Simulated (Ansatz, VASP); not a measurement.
**Ti in VASP and in Ansatz**

```xyz
5
Lattice="2.9500 0.0000 0.0000 -1.4750 2.5548 0.0000 0.0000 0.0000 29.3720" Properties=species:S:1:pos:R:3 pbc="T T T"
Ti    0.0000    1.7032   10.0000
Ti    1.4750    0.8516   12.3430
Ti    0.0000    1.7032   14.6642
Ti    1.4750    0.8516   17.0449
Ti    0.0000    1.7032   19.1954
```

Alike in both runs: functional PBE; k mesh 12 × 12 × 1; occupations gaussian, width 0.1 eV; no spin polarisation.

Ansatz relaxed the structure, and its values are those at the end. VASP's run is a single point on that final structure, the one shown.

|  | VASP | Ansatz |
| --- | --- | --- |
| version | VASP 6.6.1 | Ansatz 0.2.0 |
| potentials or method | VASP PAW PBE potentials, release 64 (Ti_sv) | scalar-relativistic, plane waves, PAW |
| plane-wave cutoff (eV) | 520 | 420 |
| valence electrons in the cell | 60 | 60 |

VASP gave:

| Property | Result |
| --- | --- |
| gap on the k mesh at the Fermi level (eV) | none |
| rms of the force components (eV/Å) | 0.236 |

Question: Estimate Ansatz's values.

Answer: gap on the k mesh at the Fermi level (eV): none; rms of the force components (eV/Å): 0.234.

A gap of «none» marks a metal or a gap that the smearing closes.
